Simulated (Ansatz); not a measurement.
Two Ansatz runs on CaSe

The cell is the one relaxed in the Materials Project (mp-1415), not relaxed further here; entries there can be hypothetical.

First run: DFT, LDA, all-electron LAPW, scalar-relativistic (Ansatz 0.2.0).

Command: `ansatz run input.yaml --threads 1 --pin off --max-ram 2048MiB --backend cpu --events-out ev --progress --plain --runs-dir out` The run took 7.3 s on 1 thread of Arm Neoverse V1, with other jobs on the host, peak memory 0.33 GiB.

```yaml
crystal:
  lattice:
    - [0.0, 2.9702381052, 2.9702381052]
    - [2.9702381052, 0.0, 2.9702381052]
    - [2.9702381052, 2.9702381052, 0.0]
  atoms:
    - { symbol: Ca, position: [0.0, 0.0, 0.0] }
    - { symbol: Se, position: [0.5, 0.5, 0.5] }
kpoints:
  mp_grid: { grid: [9, 9, 9] }
scf:
  occupations: { method: gaussian, width: 0.05 }
hamiltonian:
  xc: lda
  pseudopotentials: { kind: all_electron, lapw: { basis_error: 0.00025 } }
output:
  forces: true
  stress: true
  eigenvalues: true
```

Result: converged; pressure -3.73 GPa; gap on the k mesh 1.95 eV (the mesh can miss the band edges); 7 SCF iterations.

The input is then changed:

```diff
@@ -18,3 +18,4 @@
   stress: true
   eigenvalues: true
+accuracy: high
```

What does the second run give?

It converged; energy at zero smearing 0.0 meV/atom from the first run; pressure -3.73 GPa; gap on the k mesh 1.95 eV (the mesh can miss the band edges); 7 SCF iterations.

The results part of its log:

```
SCF 1 converged in 7 iterations: F = -84514.452939 eV  dr2 = 4.81e-10
SCF converged after 7 iterations
Free energy (F): -84514.452939 eV
Harris-Foulkes:  -84514.452939 eV  (|F-HF|=5.09e-10)
Internal energy: -84514.452939 eV  (E = F + TS)
E sigma→0 (E₀):  -84514.452939 eV
Fermi energy:    8.143760 eV
--- Per-component energies (eV) ---
  E_band       = -3651.864899
  E_kinetic    = 86184.056064
  E_xc         = -3249.110679
  E_electrostatic = -167449.398325  (all electrons and nuclei)
  E_smearing   = -0.000000  (= −TS)
  E_closure    = 0.000000  (closes the sum)
  E_atoms      = -84503.907673  (free atoms, spherical and without spin; not in F)
  Σ components = -84514.452939   (vs F -84514.452939, Δ=0.00e0)
  Basis errors (estimates in eV, not in F): energy 9.7e-5 per atom: plane waves 8.5e-5 (4.6e-5 summed), levels above the bands 0.0e0, relativity 1.8e-9, radial functions 1.2e-5, core shells 3.7e-8; eigenvalues (radial functions only) 4.8e-7; not estimated: angular momenta, meshes, grids; target (lapw.basis_error) 2.5e-4; muffin-tin radii Ca 1.469 Å, Se 1.502 Å
--- Forces (eV/Å), atoms counted from 1 ---
  atom   1  Ca    -0.00000000     0.00000000    -0.00000000
  atom   2  Se     0.00000000    -0.00000000    -0.00000000
  max |Σ_I F_I| component: 1.14e-30 eV/Å
--- Stress (GPa, compression-positive) ---
       -3.734575       0.000000      -0.000000
        0.000000      -3.734575       0.000000
       -0.000000       0.000000      -3.734575
  P = ⅓ Tr σ = -3.7346 GPa (-37.346 kbar)
--- Band table (eV; the first three rows and the last of 35) ---
  k-point 0: bands = ["-319.7175", "-319.7175", "-319.7175", "-198.0592", "-138.0959", "-138.0959", "-138.0959", "-38.8602", "-38.8602", "-38.8547", "-38.8547", "-38.8547", "-32.2316", "-13.4609", "-13.4609", "-13.4609", "-4.6537", "7.1715", "7.1715", "7.1715", "10.1899", "10.7326", "10.7326", "10.7326"]
  k-point 1: bands = ["-319.7175", "-319.7175", "-319.7175", "-198.0592", "-138.0959", "-138.0959", "-138.0959", "-38.8602", "-38.8602", "-38.8547", "-38.8547", "-38.8547", "-32.2308", "-13.4745", "-13.4618", "-13.4618", "-4.5819", "6.5170", "6.9764", "6.9764", "10.5572", "10.9012", "10.9012", "11.1121"]
  k-point 2: bands = ["-319.7175", "-319.7175", "-319.7175", "-198.0592", "-138.0959", "-138.0959", "-138.0959", "-38.8603", "-38.8603", "-38.8547", "-38.8547", "-38.8547", "-32.2288", "-13.5087", "-13.4641", "-13.4641", "-4.3931", "5.4075", "6.5732", "6.5732", "10.6742", "11.3180", "11.3180", "12.3787"]
  k-point 34: bands = ["-319.7175", "-319.7175", "-319.7175", "-198.0592", "-138.0959", "-138.0959", "-138.0959", "-38.8604", "-38.8602", "-38.8547", "-38.8547", "-38.8546", "-32.2225", "-13.5273", "-13.5130", "-13.4949", "-4.0116", "4.9392", "5.3426", "5.6359", "11.0914", "11.7474", "12.3106", "12.8380"]
```
